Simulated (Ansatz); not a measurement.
## Pt3S: from a trial structure to a relaxed crystal

Computed with DFT PBE, scalar-relativistic, plane waves, PAW in Ansatz. Cutoff 420 eV, Γ-centred k mesh, Gaussian smearing, no spin polarisation in the final step.

The start puts Pt3S on the A15 structure type (Pm-3n, No. 223), with S in place of Si, Pt in place of Cr, at a guessed volume.

```
CELL_PARAMETERS angstrom
5.17009 0.00000 0.00000
0.00000 5.17009 0.00000
0.00000 0.00000 5.17009
ATOMIC_POSITIONS crystal
Pt 0.00000 0.50000 0.25000
Pt 0.00000 0.50000 0.75000
Pt 0.25000 0.00000 0.50000
Pt 0.75000 0.00000 0.50000
Pt 0.50000 0.75000 0.00000
Pt 0.50000 0.25000 0.00000
S 0.00000 0.00000 0.00000
S 0.50000 0.50000 0.50000
```

Steps on the 4×4×4 mesh (8 atoms). 5 of 5 steps are shown, and the free energy counts from the last. Trial steps that were taken back and renewals of the plane-wave basis can be among the rows.

| step | ΔF (meV/atom) | V (Å³/atom) | P (GPa) |
| --- | --- | --- | --- |
| 1 | 28.1 | 17.27 | -8.68 |
| 2 | 82.0 | 14.86 | 20.33 |
| 3 | 0.7 | 16.47 | -1.83 |
| 4 | -0.4 | 16.30 | -0.04 |
| 5 | 0.0 | 16.30 | -0.02 |

A final relaxation ran on a 8×8×8 mesh. The relaxed crystal, Pm-3n (No. 223):

```cif
data_structure
_symmetry_space_group_name_H-M 'Pm-3n'
_symmetry_Int_Tables_number 223
_cell_length_a 5.0690
_cell_length_b 5.0690
_cell_length_c 5.0690
_cell_angle_alpha 90.000
_cell_angle_beta 90.000
_cell_angle_gamma 90.000
_cell_volume 130.25
loop_
_atom_site_label
_atom_site_type_symbol
_atom_site_symmetry_multiplicity
_atom_site_Wyckoff_symbol
_atom_site_fract_x
_atom_site_fract_y
_atom_site_fract_z
_atom_site_occupancy
Pt1 Pt 6 c 0.00000 0.50000 0.25000 1
S1 S 2 a 0.00000 0.00000 0.00000 1
```

| Property | Result |
| --- | --- |
| Volume per atom | 16.28 Å³ |
| Density | 15.74 g/cm³ |
| Energy over the elements | 0.69 eV/atom |
| Gap on the 8×8×8 mesh | 0 eV (a metal) |

Energies over the elements count from the elements' standard structures at the same level, with no empirical corrections.

The final run used a 8×8×8 mesh on its 8-atom cell and 0.10 eV smearing. For metals, differences of a few meV/atom aren't resolved. Spin–orbit coupling is left out.

Symmetry constrained the relaxation, so the result can be a saddle point.

Cost: 3 runs of about 0.93 core-minutes in all, on Intel Xeon 6975P-C (Granite Rapids) (shared hosts).